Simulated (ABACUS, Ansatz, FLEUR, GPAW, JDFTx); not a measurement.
One calculation of SnO2, 6 ways

```xyz
6
Lattice="4.7380 0.0000 0.0000 0.0000 4.7380 0.0000 0.0000 0.0000 3.1865" Properties=species:S:1:pos:R:3 pbc="T T T"
Sn    2.3754    2.4140    1.5851
Sn   -0.0463    0.0291   -0.0057
O     3.8256    0.9225    1.6109
O     3.3039    3.3129    0.0109
O     0.9858    3.8486    1.6247
O     1.4614    1.4522   -0.0394
```

Atoms were shifted at random by some hundredths of an Å from the given cell, which wasn't relaxed again for these runs.

Alike in all runs: task single point; functional PBEsol; k mesh 6 × 6 × 8; occupations fermi-dirac, width 0.05 eV; no spin polarisation; no spin-orbit coupling. Pressure is positive in compression and, in plane waves, holds the error of the finite cutoff, which Ansatz's Pulay term estimates and takes out.

```json
{"program and potentials": "Ansatz, Ansatz PAW", "plane-wave cutoff (eV)": "420", "notes": "potentials made for PBE, which Ansatz adapts in part; Pulay term of +0.89 GPa included", "band gap (eV)": "1.08", "pressure (GPa)": "4.72", "largest force (eV/Å)": "1.696", "energy over the undisturbed cell (meV/atom)": "17.29"}
{"program and potentials": "JDFTx, PseudoDojo-SR-PBEsol-0.4.1-standard with smoothed tails", "plane-wave cutoff (eV)": "1143", "notes": "-", "band gap (eV)": "1.06", "pressure (GPa)": "6.08", "largest force (eV/Å)": "1.733", "energy over the undisturbed cell (meV/atom)": "-"}
{"program and potentials": "ABACUS, PseudoDojo NC SR 0.4.1 PBEsol standard, plane waves", "plane-wave cutoff (eV)": "1143", "notes": "-", "band gap (eV)": "1.06", "pressure (GPa)": "6.06", "largest force (eV/Å)": "1.733", "energy over the undisturbed cell (meV/atom)": "17.66"}
{"program and potentials": "FLEUR, all-electron, FLAPW", "plane-wave cutoff (eV)": "-", "notes": "-", "band gap (eV)": "1.07", "pressure (GPa)": "-", "largest force (eV/Å)": "1.689", "energy over the undisturbed cell (meV/atom)": "17.31"}
{"program and potentials": "Ansatz, all-electron LAPW, scalar-relativistic", "plane-wave cutoff (eV)": "-", "notes": "-", "band gap (eV)": "1.08", "pressure (GPa)": "4.68", "largest force (eV/Å)": "1.694", "energy over the undisturbed cell (meV/atom)": "-"}
{"program and potentials": "GPAW, PAW data sets generated for this functional", "plane-wave cutoff (eV)": "800", "notes": "-", "band gap (eV)": "1.10", "pressure (GPa)": "3.23", "largest force (eV/Å)": "1.682", "energy over the undisturbed cell (meV/atom)": "-"}
```

Force on atom 2 (Sn), eV/Å:

```csv
program and potentials,x,y,z
"Ansatz, Ansatz PAW",1.599,-0.208,0.527
"JDFTx, PseudoDojo-SR-PBEsol-0.4.1-standard with smoothed tails",1.629,-0.215,0.552
"ABACUS, PseudoDojo NC SR 0.4.1 PBEsol standard, plane waves",1.629,-0.215,0.553
"FLEUR, all-electron, FLAPW",1.592,-0.208,0.524
"Ansatz, all-electron LAPW, scalar-relativistic",1.596,-0.208,0.526
"GPAW, PAW data sets generated for this functional",1.588,-0.206,0.516
```

The band gap spans 1.06 (ABACUS, PseudoDojo NC SR 0.4.1 PBEsol standard, plane waves) to 1.10 eV (GPAW, PAW data sets generated for this functional), with all-electron results at 1.07 to 1.08. The pressure spans 3.23 (GPAW, PAW data sets generated for this functional) to 6.08 GPa (JDFTx, PseudoDojo-SR-PBEsol-0.4.1-standard with smoothed tails), with all-electron results at 4.68.

The functional is the same throughout but for its coding, so the spread measures potentials, basis and numerics; runs on potential files found faulty are left out.
